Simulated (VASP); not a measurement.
Runs of VASP 6.6.1 on SnO2 (Cassiterite). It takes space group P4_2/mnm (No. 136, tetragonal). The conventional cell has a = 4.738 Å, b = 4.738 Å, c = 3.187 Å, α = 90.00°, β = 90.00°, γ = 90.00°. Sn (site symmetry mmm) is surrounded by 6 O at 2.05 to 2.06 Å. O (site symmetry m2m) is surrounded by 3 Sn at 2.05 to 2.06 Å. 

```csv
task,level,potentials or basis,cell,cutoff (eV),gap on the mesh (eV),pressure (GPa),relaxed volume (Å³/atom),largest force (eV/Å)
relaxation of cell and atoms,RPBE+D3(BJ),"VASP PAW PBE potentials, release 64 (Sn_d, O)",relaxed,600,1.33,0.0,11.90,-
relaxation of cell and atoms,PBE,"VASP PAW PBE potentials, release 64 (Sn, O)",relaxed,580,(c),0.0,12.59,-
band structure,r2SCAN,"VASP PAW PBE potentials, release 64 (Sn_d, O)",as given,520,(b),4.5,-,0.28
band structure,LAK,"VASP PAW PBE potentials, release 64 (Sn_d, O)",as given,520,2.40,(a),-,0.32
relaxation of cell and atoms,RPBE+D3,"VASP PAW PBE potentials, release 64 (Sn_d, O)",relaxed,600,(d),-0.1,12.62,-
```

Alike in all rows: no spin polarisation; k mesh 6 × 6 × 8; smearing fermi-dirac 0.05 eV.

**Question.** Estimate the missing entries.

**Answer.** (a) 8.2; (b) 1.99; (c) 0.64; (d) 0.71.

Caveats: spin-orbit coupling is left out, which moves the levels of the heavy elements; the PAW data sets were made with another functional, which shifts forces and pressure a little (some runs).

A k mesh can miss the band edges, and the runs leave out spin-orbit coupling on Sn.

Not every run made on this cell is shown here.
